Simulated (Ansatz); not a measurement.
## Ag under changes of volume

One of the cells (17.048 Å³/atom); the others are scaled copies at fixed shape and fractional positions:

```
Ag
1.0
     0.00000    2.04275    2.04275
     2.04275    0.00000    2.04275
     2.04275    2.04275    0.00000
Ag
1
Direct
  0.00000 0.00000 0.00000
```

* Program: Ansatz 0.2.0
* Functional: r2SCAN
* Potentials or basis: Ansatz PAW
* Cutoff: 500 eV (not typed: the program's choice for these potentials)
* k mesh: 11 × 11 × 11
* Occupations: fermi-dirac, width 0.05 eV
* Spin: no spin polarisation

```csv
volume (Å³/atom),energy over the lowest point (meV/atom),pressure (GPa)
16.025,31.34,9.3
16.366,15.08,6.2
16.707,4.97,3.5
17.048,0.20,1.2
17.389,0.00,-0.8
17.730,3.73,-2.6
18.071,?,?
```

**Question.** What does the run at 18.071 Å³/atom give?

**Answer.** Energy over the lowest point 10.90 meV/atom; pressure -4.1 GPa.

Worked out: A Birch-Murnaghan fit of order 3 (a polynomial in V^(-2/3)) to the other rows has its minimum at 17.23 Å³/atom with B0 = V·E''(V) = 100 GPa and B' = 6.7. It gives 10.83 meV/atom at 18.071 Å³/atom, against the run's 10.90, and -dE/dV = -4.0 GPa, against -4.1.

Energies are extrapolated to zero smearing.

Caveats: the PAW data sets come from PBE, with cores solved anew for the run's functional, which leaves a small shift of forces and pressure.
